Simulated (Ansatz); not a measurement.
# ZnS (F-43m) in Ansatz: a series of runs, part 3 of 3

Ansatz 0.2.0. Earlier steps stand in the parts before.

## Step 4: Elastic constants, PBEsol

input.yaml reads:

```yaml
crystal:
  lattice:
    - [0.0, 2.702, 2.702]
    - [2.702, 0.0, 2.702]
    - [2.702, 2.702, 0.0]
  atoms:
    - { symbol: Zn, position: [0.75, 0.75, 0.75] }
    - { symbol: S, position: [0.0, 0.0, 0.0] }
hamiltonian:
  xc: pbesol
  pseudopotentials: { kind: paw }
kpoints:
  mp_grid: { grid: [7, 7, 7] }
scf:
  occupations: { method: fixed }
output:
  forces: true
  stress: true
elastic:
  mode: relaxed_ion
  stencil: two_point
```

Started as:

```
$ ansatz run input.yaml --threads 2 --pin off --max-ram 5632MiB --backend cpu --events-out ev --progress --plain --runs-dir out
```

Wall time 11 s (2 threads of Intel Xeon at 2.70GHz, shared host); peak memory 0.4 GiB.

It converged, with:

```yaml
Free_energy: -4167.4330 eV
Pressure: -2.0 GPa
Band_gap_on_the_k_mesh: 1.97 eV, direct
Elastic_constants_C11_C12_C44: 99, 56, 48 GPa
Voigt_bulk_modulus: 70 GPa
```

Levels at points of the mesh, in eV from the valence-band top:
```tsv
k point	band 5	band 6	band 7	band 8	band 9	band 10	band 11	band 12	band 13
(0.00, 0.00, 0.00)	-5.88	-5.88	0.00	0.00	0.00	1.97	6.27	6.27	6.27
```

Elastic tensor in Voigt notation (GPa, in the Cartesian axes of the cell as first typed):
```
99 56 56  0  0  0
56 99 56  0  0  0
56 56 99  0  0  0
 0  0  0 48  0  0
 0  0  0  0 48  0
 0  0  0  0  0 48
```

Caveat: odd divisions of the mesh miss points on the zone boundary, where band edges often lie, so the gap on the mesh can be too wide; the PAW data sets come from PBE, with cores solved anew for the run's functional, which leaves a small shift of forces and pressure.

## Step 5: Born charges and dielectric tensor, PBEsol

input.yaml, as its differences from that of step 4:

```diff
@@ -12,3 +12,3 @@
 kpoints:
-  mp_grid: { grid: [7, 7, 7] }
+  mp_grid: { grid: [9, 9, 9] }
 scf:
@@ -16,6 +16,4 @@
 output:
-  forces: true
-  stress: true
-elastic:
-  mode: relaxed_ion
-  stencil: two_point
+  eigenvalues: true
+dielectric:
+  method: response
```

Potentials or basis: Ansatz PAW.

Started as:

```
$ ansatz run input.yaml --threads 2 --pin off --max-ram 5632MiB --backend cpu --events-out ev --progress --plain --runs-dir out
```

The program printed:

```text
Warning: RAYON_NUM_THREADS=2 ignored (pool sized by the plan → 2); use --threads N
Engine: ansatz 0.2.0, x86_64-unknown-linux-gnu
Pseudopotentials: kind: paw
Pseudopotential: Zn, paw, valence charge 12, recommended cutoff 420 eV (normal), Zn.paw.azcp
Pseudopotential: S, paw, valence charge 6, recommended cutoff 420 eV (normal), S.paw.azcp
Functional definition: PBEsol
  exchange = pbesol_x
  correlation = pbesol_c
Crystal: 2 atoms, lattice volume = 39.454 Å³
Basis set: ecut = 420 eV, 749 PW (Γ), exchange–correlation on 54×54×54 points (8 copies of the dense FFT grid, shifted against one another)
Bands: 13, of which v1, the nominal top of the filled ones, is band 9 counted from 1 (8 counted from 0)
Symmetry: 24 space group operations
k-points: 125 of 729 (irreducible under 4 space group operations, time reversal used)
Non-local potential: Zn, projectors of the file, l = 0: 2, l = 1: 2, l = 2: 3, l = 3: 1
Non-local potential: S, projectors of the file, l = 0: 2, l = 1: 2, l = 2: 2
PAW form: soft (Blöchl's): semilocal exchange-correlation on the pseudo side does not see the compensation charge
PAW frozen core: Zn, regenerated for the run's functional, and the local potential with it (the file was generated under x = pbe(κ = 0.804, μ = 0.2195149727645171), c = pbe(β = 0.06672455060314922))
PAW frozen core: S, regenerated for the run's functional, and the local potential with it (the file was generated under x = pbe(κ = 0.804, μ = 0.2195149727645171), c = pbe(β = 0.06672455060314922))
PAW one-centre angular grid: Zn, 590 points (default); XC on 64 Gauss nodes
PAW one-centre angular grid: S, 110 points (default); XC on 64 Gauss nodes
Initial density: superposition of atomic densities (neutral atoms: chi_scale 0, normalization atom), corrected by the library's trained network
Initial wavefunctions: pseudopotential atomic-orbital guess
Functional: x = pbesol(κ = 0.804, μ = 0.12345679012345678), c = pbesol(β = 0.046)
SCF iter   1: F=—  HF=-4167.438414 eV  |F-HF|=—  |Δ(HF+E_count)|=         —  Δρ=5.50e-3  dr2=1.43e-2  ethr=1.77e-3  ⟨swp⟩=4.8  Hψ=8576  notcnv=0  defer=237
preconditioner: auto → none  [insulator: Δε(μ)=1.917 eV  Ē_g=12.093 eV  n_scr=14 (ndim 8)  ℏωp=25.1 eV  f_vac=0.026  ε∞_Penn≈5.3]
SCF iter   2: F=—  HF=-4167.433862 eV  |F-HF|=—  |Δ(HF+E_count)|=   4.55e-3  Δρ=9.01e-4  dr2=1.62e-4  ethr=7.94e-5  ⟨swp⟩=3.0  Hψ=4008  notcnv=0  defer=244
SCF iter   3: F=—  HF=-4167.433886 eV  |F-HF|=—  |Δ(HF+E_count)|=   2.42e-5  Δρ=7.03e-4  dr2=1.07e-4  ethr=8.98e-7  ⟨swp⟩=2.0  Hψ=2873  notcnv=0  defer=244
SCF iter   4: F=—  HF=-4167.433904 eV  |F-HF|=—  |Δ(HF+E_count)|=   1.78e-5  Δρ=2.76e-4  dr2=2.47e-5  ethr=5.96e-7  ⟨swp⟩=2.0  Hψ=2742  notcnv=0  defer=154
SCF iter   5: F=—  HF=-4167.433896 eV  |F-HF|=—  |Δ(HF+E_count)|=   8.25e-6  Δρ=2.37e-5  dr2=1.07e-7  ethr=1.37e-7  ⟨swp⟩=2.0  Hψ=2625  notcnv=0
SCF iter   6: F=—  HF=-4167.433896 eV  |F-HF|=—  |Δ(HF+E_count)|=   6.88e-7  Δρ=4.43e-6  dr2=4.57e-9  ethr=5.94e-10  ⟨swp⟩=2.0  Hψ=2661  notcnv=0
SCF iter   7: F=-4167.433896 eV  HF=-4167.433896 eV  |F-HF|=3.64e-11  |Δ(HF+E_count)|=   4.13e-9  Δρ=2.44e-7  dr2=1.28e-11  ethr=1.00e-12  ⟨swp⟩=2.5  Hψ=7107  notcnv=0
SCF 1 converged in 7 iterations: F = -4167.433896 eV  dr2 = 1.28e-11
NSCF: frozen V_eff on 6 k-points
DFPT response loops at Γ: preconditioner auto → none (the input reference at scf.mixing.eps_inf says where Resta's filter doesn't serve); β = 0.50; Broyden in place of MSR1
── the response to a field inside a basis, on 10×10×10 k-points: an SCF that follows is theirs, and a resumed run solves both again ──
Bands: 10, of which v1, the nominal top of the filled ones, is band 9 counted from 1 (8 counted from 0)
k-points: 110 of 1000 (irreducible under 6 space group operations, time reversal used)
Initial density: handed on by an earlier stage of this run
Initial wavefunctions: pseudopotential atomic-orbital guess (no wavefunctions were taken with the density)
Eigensolver: Dense (110 Hₖ)
SCF iter   1: F=—  HF=-4167.433506 eV  |F-HF|=—  |Δ(HF+E_count)|=         —  Δρ=1.91e-4  dr2=4.55e-6  ethr=1.00e-1
preconditioner: auto → none  [insulator: Δε(μ)=2.207 eV  Ē_g=9.797 eV  n_scr=14 (ndim 8)  ℏωp=25.1 eV  f_vac=0.020  ε∞_Penn≈7.6]
SCF iter   2: F=—  HF=-4167.433504 eV  |F-HF|=—  |Δ(HF+E_count)|=   1.70e-6  Δρ=2.24e-4  dr2=9.11e-6  ethr=2.53e-8
SCF iter   3: F=—  HF=-4167.433505 eV  |F-HF|=—  |Δ(HF+E_count)|=   1.16e-6  Δρ=8.00e-5  dr2=2.02e-6  ethr=2.53e-8
SCF iter   4: F=-4167.433503 eV  HF=-4167.433503 eV  |F-HF|=1.38e-8  |Δ(HF+E_count)|=   1.65e-6  Δρ=1.04e-5  dr2=2.76e-8  ethr=1.12e-8
SCF 1 converged in 4 iterations: F = -4167.433503 eV  dr2 = 2.76e-8
DFPT response loops at Γ: mixed as the last ones told, above
SCF converged after 7 iterations
Free energy (F): -4167.433896 eV
Harris-Foulkes:  -4167.433896 eV  (|F-HF|=3.64e-11)
Internal energy: -4167.433896 eV  (E = F + TS)
E sigma→0 (E₀):  -4167.433896 eV
Fermi energy:    5.686423 eV
--- Per-component energies (eV) ---
  E_band       = 2.693501
  E_kinetic    = 237.921155
  E_local      = -2041.723239  (includes V_loc(G=0)·N_el)
  E_nonlocal   = 644.076486
  E_hartree    = 851.842132
  E_xc         = -231.710319
  E_vxc        = -139.788566  (∫ρ·V_xc dr)
  E_paw        = -2375.319763  (= ΣΔE_a)
  E_vpaw       = -401.476288  (= ΣTr[D̂ρ^β])
  E_aug_tail   = -0.000360  (compensation charges beyond the density's cutoff)
  E_ewald      = -1253.379294
  E_core_change = 0.859304  (= ΣΔE_core)
  E_smearing   = -0.000000  (= −TS)
  E_closure    = 0.000000  (closes the sum)
  Σ components = -4167.433896   (vs F -4167.433896, Δ=0.00e0)
--- Band table (eV; the first three rows and the last of 125) ---
  k-point 0: bands = ["-7.4676", "-0.6875", "-0.6875", "-0.6875", "-0.1883", "-0.1883", "5.6864", "5.6864", "5.6864", "7.6587", "11.9604", "11.9604", "11.9604"]
  k-point 1: bands = ["-7.3732", "-0.6884", "-0.6706", "-0.6706", "-0.1899", "-0.1899", "4.7282", "5.5660", "5.5660", "8.3856", "11.8569", "12.1675", "12.1675"]
  k-point 2: bands = ["-7.1182", "-0.6633", "-0.6309", "-0.6309", "-0.1889", "-0.1889", "3.1917", "5.2874", "5.2874", "9.0057", "12.2383", "12.5305", "12.5305"]
  k-point 124: bands = ["-6.4064", "-0.5545", "-0.5123", "-0.3212", "-0.1789", "-0.0770", "1.4061", "2.8832", "4.2434", "10.8309", "11.7512", "12.4845", "14.9054"]
--- Dielectric response (ions clamped): 3 representative field directions + reference, inside a basis on a mesh of 1000 k-points (Σ response iterations 15) ---
  ε∞ (high-frequency dielectric tensor):
        6.108663    -0.000000    -0.000000
       -0.000000     6.108663     0.000000
       -0.000000     0.000000     6.108663
  Born effective charges Z* (e; rows j = field, columns β = displacement):
    site 0:
         1.98365    0.00000   -0.00000
         0.00000    1.98365    0.00000
         0.00000    0.00000    1.98365
    site 1:
        -1.98365   -0.00000    0.00000
        -0.00000   -1.98365   -0.00000
        -0.00000   -0.00000   -1.98365
  Z* charge neutrality: 2.342e-4 e pre-enforcement
  solved inside a basis spanned on kpoints, on 10×10×10 k-points, its susceptibility summed on 14×14×14: ε∞ is read to err by 1.6e-2, Z* by 1.2e-2 e (field_mesh: kpoints solves on kpoints); Z* is corrected for what the basis lacks
```

It took 23 s on 2 threads of Intel Xeon at 2.70GHz, shared host; peak memory 0.56 GiB.

What came out:

| Quantity | Value |
| --- | --- |
| Free energy | -4167.4339 eV |
| Band gap on the k mesh | 1.97 eV, direct |
| Electronic dielectric tensor (diagonal) | 6.11 |
| Born charges (mean of the diagonal) | Zn +1.98; S -1.98 e |

Levels at points of the mesh, in eV from the valence-band top:
| k point | band 5 | band 6 | band 7 | band 8 | band 9 | band 10 | band 11 | band 12 | band 13 |
| --- | --- | --- | --- | --- | --- | --- | --- | --- | --- |
| (0.00, 0.00, 0.00) | -5.87 | -5.87 | 0.00 | 0.00 | 0.00 | 1.97 | 6.27 | 6.27 | 6.27 |

Electronic dielectric tensor:
```
6.11 0.00 0.00
0.00 6.11 0.00
0.00 0.00 6.11
```

Born effective charge tensors (e):
atom 1, Zn
```
1.98 0.00 0.00
0.00 1.98 0.00
0.00 0.00 1.98
```
atom 2, S
```
-1.98  0.00  0.00
 0.00 -1.98  0.00
 0.00  0.00 -1.98
```

Caveat: odd divisions of the mesh miss points on the zone boundary, where band edges often lie, so the gap on the mesh can be too wide; the PAW data sets come from PBE, with cores solved anew for the run's functional, which leaves a small shift of forces and pressure.

## Step 6: Overview

```tsv
task	level	k mesh	cutoff (eV)	smearing	points for each segment of the path	q mesh	atoms under strain	gap on the mesh (eV)	pressure (GPa)
band structure	r2SCAN	9 × 9 × 9	500	fermi-dirac 0.05 eV	14	-	-	2.66	-0.6
phonons	PBEsol	7 × 7 × 7	420	fixed	8	2 × 2 × 2	-	1.97	-
elastic constants	PBEsol	7 × 7 × 7	420	fixed	-	-	relaxed	1.97	-2.0
Born charges and dielectric tensor	PBEsol	9 × 9 × 9	420	fixed	-	-	-	1.97	-
```

Alike in all rows: potentials or basis Ansatz PAW; no spin polarisation; cell as given.

On the cell as given the gap runs from 1.97 eV (PBEsol) to 2.66 eV (r2SCAN); the meshes differ, which moves gaps too.

Caveats: the PAW data sets come from PBE, with cores solved anew for the run's functional, which leaves a small shift of forces and pressure; odd divisions of the mesh miss points on the zone boundary, where band edges often lie, so the gap on the mesh can be too wide (some runs).

Total energies depend on the potentials used, so only differences within one code and one set of settings carry meaning.

## Step 7: How close it comes

Step 2. Measured gap of ZnS: 3.85 eV (direct; 19 K; quoted in “Electronic, vibrational, and thermodynamic properties of ZnS (zincblende and rocksalt structure)”, 2009, arxiv:0911.5022). This calculation gives 2.66 eV (-1.19 eV). The value is that of r2SCAN, without temperature or zero-point motion.

Step 3. A measured gap of ZnS is 3.85 eV (direct; 19 K; quoted in “Electronic, vibrational, and thermodynamic properties of ZnS (zincblende and rocksalt structure)”, 2009, arxiv:0911.5022); the calculated 1.97 eV misses it by -1.88 eV. The value is that of PBEsol, without temperature or zero-point motion. Semilocal functionals fall short of measured gaps as a rule. Against the measured high-frequency dielectric constant of ZnS, 5.14 (a printed reference work, monograph), the calculated 6.11 is off by +18.9 %.

Step 4. A measured gap of ZnS is 3.85 eV (direct; 19 K; quoted in “Electronic, vibrational, and thermodynamic properties of ZnS (zincblende and rocksalt structure)”, 2009, arxiv:0911.5022); the calculated 1.97 eV misses it by -1.88 eV. The value is that of PBEsol, without temperature or zero-point motion. Semilocal functionals fall short of measured gaps as a rule.

Step 5. Measured gap of ZnS: 3.85 eV (direct; 19 K; quoted in “Electronic, vibrational, and thermodynamic properties of ZnS (zincblende and rocksalt structure)”, 2009, arxiv:0911.5022). This calculation gives 1.97 eV (-1.88 eV). The value is that of PBEsol, without temperature or zero-point motion. Semilocal functionals fall short of measured gaps as a rule. Measured high-frequency dielectric constant of ZnS: 5.14 (a printed reference work, monograph). This calculation gives 6.11 (+18.8 %).
